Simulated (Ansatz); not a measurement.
# KF: the cost of one run

Computed with Ansatz 0.2.0 (DFT PBE, scalar-relativistic, plane waves, PAW, unless a step's input says otherwise).

1 further run of the same task is left out (it didn't finish).

### Step 1. The structure to begin with

It takes space group Fm-3m (No. 225, cubic). Conventional cell: a = 5.419 Å, b = 5.419 Å, c = 5.419 Å, α = 90.00°, β = 90.00°, γ = 90.00°. K (site symmetry m-3m) has 6 F at 2.71 Å as nearest neighbours. F (site symmetry m-3m) is surrounded by 6 K at 2.71 Å.

Coordinates:

```cif
data_structure
_symmetry_space_group_name_H-M 'Fm-3m'
_symmetry_Int_Tables_number 225
_cell_length_a 5.4192
_cell_length_b 5.4192
_cell_length_c 5.4192
_cell_angle_alpha 90.000
_cell_angle_beta 90.000
_cell_angle_gamma 90.000
_cell_volume 159.15
loop_
_atom_site_label
_atom_site_type_symbol
_atom_site_symmetry_multiplicity
_atom_site_Wyckoff_symbol
_atom_site_fract_x
_atom_site_fract_y
_atom_site_fract_z
_atom_site_occupancy
K1 K 4 a 0.00000 0.00000 0.00000 1
F1 F 4 b 0.00000 0.50000 0.00000 1
```

This is a trial structure built by rule; it need not be a known or stable form of this composition.

It is the result of an earlier relaxation at this level (volume 19.89 Å³/atom; gap on the mesh: 5.97 eV).

### Step 2. Building the stacking ABCACB

Close-packed layers are stacked in the order given (letters for the first element, the second between them) and fully relaxed; h and k in a name mark layers with hexagonal and cubic surroundings. Energies count from the base stacking, -1174.4015 eV an atom.

The cell holds 6 K, 6 F: a = 3.832 Å, b = 3.832 Å, c = 18.772 Å, α = 90.00°, β = 90.00°, γ = 120.00°.

### Step 3. Relaxation

input.yaml reads:

```yaml
crystal:
  lattice:
    - [3.8319348817, 0.0, 0.0]
    - [-1.9159674408, 3.3185529532, 0.0]
    - [0.0, 0.0, 18.7723669226]
  atoms:
    - { symbol: K, position: [0.0, 0.0, 0.0] }
    - { symbol: F, position: [0.6666666667, 0.3333333333, 0.0833333333] }
    - { symbol: K, position: [0.3333333333, 0.6666666667, 0.1666666667] }
    - { symbol: F, position: [0.0, 0.0, 0.25] }
    - { symbol: K, position: [0.6666666667, 0.3333333333, 0.3333333333] }
    - { symbol: F, position: [0.3333333333, 0.6666666667, 0.4166666667] }
    - { symbol: K, position: [0.0, 0.0, 0.5] }
    - { symbol: F, position: [0.3333333333, 0.6666666667, 0.5833333333] }
    - { symbol: K, position: [0.6666666667, 0.3333333333, 0.6666666667] }
    - { symbol: F, position: [0.0, 0.0, 0.75] }
    - { symbol: K, position: [0.3333333333, 0.6666666667, 0.8333333333] }
    - { symbol: F, position: [0.6666666667, 0.3333333333, 0.9166666667] }
basis:
  ecutwfc: 420
kpoints:
  mp_grid: { grid: [9, 9, 2] }
hamiltonian:
  xc: pbe
scf:
  occupations: { method: gaussian, width: 0.02 }
output:
  forces: true
  stress: true
  eigenvalues: true
  populations: true
relax:
  adjacent_minimum: "off"
  f_tol: 0.01
  max_steps: 45
  cell: { stress_tol: 0.05 }
```

Command:

```
$ ansatz run input.yaml --threads 1 --pin off --max-ram 2560MiB --backend cpu --events-out ev --progress --plain --runs-dir out
```

Q: Estimate wall time and peak memory on 1 thread of Arm Neoverse V1, shared host.

About 2.7 min, with a peak of 0.58 GiB.
